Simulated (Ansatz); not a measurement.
All-electron card of CoO

```
Co O
1.0
     0.00000    2.13150    2.13150
     2.13150    0.00000    2.13150
     2.13150    2.13150    0.00000
Co O
1 1
Direct
  0.00000 0.00000 0.00000
  0.50000 0.50000 0.50000
```

Atom numbers follow the list: Co1, O2.

The conventional cell has a = 4.263 Å, b = 4.263 Å, c = 4.263 Å, α = 90.00°, β = 90.00°, γ = 90.00°. Co (atom 1) has 6 O at 2.13 Å as nearest neighbours. O (atom 2) has 6 Co at 2.13 Å as nearest neighbours.

The geometry is COD entry 1533087, unchecked; take it as a test cell.

Semilocal functionals without U often leave such compounds metallic or with too small a gap, and the real magnetic order may differ.

Other magnetic orders may lie lower; this is the state that the run reached.

All numbers are computed: DFT, PBEsol, all-electron LAPW, scalar-relativistic (Ansatz 0.2.0); DFT, PBEsol, PAW with Ansatz's default frozen-core files, scalar-relativistic (Ansatz 0.2.0); DFT, PBEsol, all-electron PAW with datasets made for the crystal, scalar-relativistic (Ansatz 0.2.0).

For LAPW: a Γ-centred 16×16×16 k mesh, Fermi–Dirac smearing of 0.05 eV, basis error target 0.5 meV/atom, spin-polarised from start moments Co1 2 μB. PAW takes a cutoff of 420 eV at this cell (files made with PBE, cores remade for this functional). The crystal-made all-electron datasets (AE datasets) take a cutoff of 400 eV at this cell. The Ansatz runs share mesh, smearing and spin set-up. Values come from LAPW unless marked.

| Quantity | Value |
| --- | --- |
| Pressure at this cell | -10.76 GPa |
| Band gap | none at this level of theory (metallic, semimetallic, or a small gap that the functional closes) |
| Moment of the cell | 2.96 μB |
| Moments in the spheres | Co1 2.60, O2 0.34 μB |
| Density of states at the Fermi level (0.2 eV bin) | 3.48 states/eV per cell |
| Löwdin charges (with 0.13 e of the cell spilling out of the atomic basis, so their sizes and signs hang on that basis) | Co1 1.11, O2 -0.98 e |
| Bader charges (from the PAW run) | Co1 +1.22, O2 -1.22 e |
| Contact hyperfine fields (crystal-made datasets) | Co1 -14.5, O2 21.4 T, core polarisation included, positive along the moment of the spin-up electrons |
| Volume per atom | 65.4 bohr³ |
